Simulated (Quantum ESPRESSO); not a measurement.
A run of Quantum ESPRESSO 7.5 is set up as follows.

pw.in

```
&CONTROL
  calculation = 'vc-relax'
  prefix = 'pwscf'
  outdir = './tmp'
  pseudo_dir = './pseudo'
  tprnfor = .true.
  tstress = .true.
  disk_io = 'low'
  nstep = 40
  forc_conv_thr = 0.0004
  etot_conv_thr = 1d-05
/
&SYSTEM
  ibrav = 0
  nat = 2
  ntyp = 2
  ecutwfc = 63
  ecutrho = 506
  nbnd = 16
  input_dft = 'pbesol'
  occupations = 'smearing'
  smearing = 'fd'
  degauss = 0.00367493
/
&ELECTRONS
  conv_thr = 4d-10
  electron_maxstep = 120
  mixing_beta = 0.5
/
&IONS
  ion_dynamics = 'bfgs'
/
&CELL
  cell_dynamics = 'bfgs'
  press = 0
  press_conv_thr = 0.3
/
ATOMIC_SPECIES
Pb   207.2000 Pb.pbe-dn-kjpaw_psl.0.2.2.UPF
Te   127.6000 Te_pbe_v1.uspp.F.UPF
CELL_PARAMETERS angstrom
   0.0000000000    3.2310000000    3.2310000000
   3.2310000000    0.0000000000    3.2310000000
   3.2310000000    3.2310000000    0.0000000000
ATOMIC_POSITIONS crystal
Pb     0.0000000000    0.0000000000    0.0000000000
Te     0.5000000000    0.5000000000    0.5000000000
K_POINTS automatic
7 7 7 0 0 0
```

Potentials or basis: SSSP 1.3 efficiency PBE.

Launch:

```bash
$ OMP_NUM_THREADS=1 pw.x -in pw.in > pw.out
```

**Question.** What does it give for the relaxed volume?

**Answer.** 33.41 Å³/atom.

**Question.** Predict the relaxed cell.

**Answer.** a = 4.555 Å, b = 4.555 Å, c = 4.555 Å, α = 60.00°, β = 60.00°, γ = 60.00°.

**Question.** Predict the space group after relaxing (to 0.05 Å).

**Answer.** Fm-3m (No. 225).

Step by step:
```tsv
step	energy change (eV)	largest force (eV/Å)	pressure (GPa)	volume (Å³)
1	0.0000	0.0000	-0.43	67.46
2	-0.0003	0.0000	-0.33	67.31
3	-0.0007	0.0000	-0.19	67.09
4	-0.0009	0.0000	0.00	66.81
5	-0.0009	0.0000	0.00	66.81
```

Caveat: the potentials were made for another functional, which shifts forces and pressure. The run has no spin-orbit coupling, so splittings on Pb, Te are missing.
